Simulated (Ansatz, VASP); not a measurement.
## One calculation of Sb, two programs

Contents of INCAR:

```
SYSTEM = Sb
  PREC = Accurate
  ENCUT = 520
  EDIFF = 1E-8
  ISMEAR = -1
  SIGMA = 0.05
  LREAL = .False.
  LASPH = .True.
  NELM = 100
  ALGO = Normal
  ISIF = 2
  LWAVE = .False.
  LCHARG = .False.
  GGA = PE
  LEFG = .True.
  NBANDS = 8
```

Contents of KPOINTS:

```
regular mesh
0
Gamma
  12 12 12
  0 0 0
```

Contents of POSCAR:

```
Sb
1.0
    0.0000000000      2.3280500000      2.3050000000
    2.3280500000      0.0000000000      2.3050000000
    2.3280500000      2.3280500000      0.0000000000
Sb
1
Direct
    0.0000000000      0.0000000000      0.0000000000
```

Input for Ansatz:

```yaml
crystal:
  lattice:
    - [0.0, 2.32805, 2.305]
    - [2.32805, 0.0, 2.305]
    - [2.32805, 2.32805, 0.0]
  atoms:
    - { symbol: Sb, position: [0.0, 0.0, 0.0] }
kpoints:
  mp_grid: { grid: [12, 12, 12] }
scf:
  occupations: { method: fermi_dirac, width: 0.05 }
hamiltonian:
  xc: pbe
  pseudopotentials: { kind: paw }
output:
  forces: true
  stress: true
  eigenvalues: true
  efg: { contact_densities: true }
  write_density: true
  write_potential: true
  elf: true
  volumetric_format: npy
```

Change from the starting cell: x and y stretched by +1 %, z held, PAW files.

Alike in both runs: task electric field gradients; functional PBE; k mesh 12 × 12 × 12; occupations fermi-dirac, width 0.05 eV; no spin polarisation.

|  | VASP | Ansatz |
| --- | --- | --- |
| version | VASP 6.6.1 | Ansatz 0.2.0 |
| potentials or method | VASP PAW PBE potentials, release 64 (Sb) | PAW with Ansatz's default frozen-core files, scalar-relativistic |
| plane-wave cutoff (eV) | 520 | 420 |
| valence electrons in the cell | 5 | 15 |

VASP gave:

```
pressure (GPa)                                                 : 6.8
largest component of the traceless stress (GPa)                : 0.14
Vzz of the field gradient on the site that differs most (V/Å²) : -4.5
```

Question: Which values does Ansatz return?

Answer: Pressure (GPa): 7.0; largest component of the traceless stress (GPa): 0.15; Vzz of the field gradient on the site that differs most (V/Å²): -4.8.

With one functional, cell and mesh, what is left measures potentials, basis and numerics. The two sets of potentials don't hold the same shells in valence. Ansatz warned: «gradients_without_spin_orbit».

Spin-orbit coupling is left out, which matters for the levels of Sb.
